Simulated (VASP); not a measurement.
Crystal: TiS2.

```
CELL_PARAMETERS angstrom
3.41200 0.00000 0.00000
-1.70600 2.95488 0.00000
0.00000 0.00000 5.69500
ATOMIC_POSITIONS crystal
Ti 0.00000 0.00000 0.00000
S 0.33333 0.66667 0.25000
S 0.66667 0.33333 0.75000
```

| Property | Result |
| --- | --- |
| Program | VASP 6.6.1 |
| Task | relaxation of cell and atoms |
| Functional | PBE |
| Dispersion | D3(BJ) |
| Potentials or basis | VASP PAW PBE potentials, release 64 (Ti_sv, S) |
| Cutoff | 600 eV |
| k mesh | 12 × 12 × 7 |
| Occupations | methfessel-paxton, width 0.1 eV |
| Spin | no spin polarisation |

At the start: pressure -2.9 GPa; volume 19.14 Å³/atom.

Question: How do energy, volume and symmetry change on relaxing?

Answer: Over 15 steps the energy falls by 8.8 meV/atom and the volume is 17.98 Å³/atom (-6.0 %); space group P-3m1 (No. 164, to 0.05 Å).

The path:
```csv
step,energy change (eV),largest force (eV/Å),pressure (GPa),volume (Å³)
1,0.0000,0.1233,-2.93,57.42
2,-0.0037,0.5324,2.64,54.55
3,-0.0154,0.2172,-0.09,55.86
4,-0.0193,0.1409,-0.11,55.53
5,-0.0210,0.0305,-0.11,55.08
6,-0.0210,0.0440,-0.07,55.13
7,-0.0225,0.0354,-0.13,54.96
8,-0.0256,0.0056,-0.20,54.43
9,-0.0238,0.0691,-0.17,53.36
10,-0.0264,0.0099,-0.10,54.08
11,-0.0264,0.0118,-0.16,54.05
12,-0.0259,0.0375,-0.16,53.71
13,-0.0264,0.0131,-0.13,54.02
14,-0.0261,0.0621,0.48,53.71
15,-0.0265,0.0034,0.01,53.95
```

Final structure:
```yaml
crystal:
  lattice:
    - [3.35846, 0.00000, 0.00000]
    - [-1.67923, 2.90851, 0.00000]
    - [0.00000, 0.00000, 5.52309]
  atoms:
    - { symbol: Ti, position: [0.00000, 0.00000, 0.00000] }
    - { symbol: S, position: [0.33333, 0.66667, 0.25877] }
    - { symbol: S, position: [0.66667, 0.33333, 0.74123] }
```

Caveat: pairwise dispersion overbinds metals, which lowers pressure and volume.
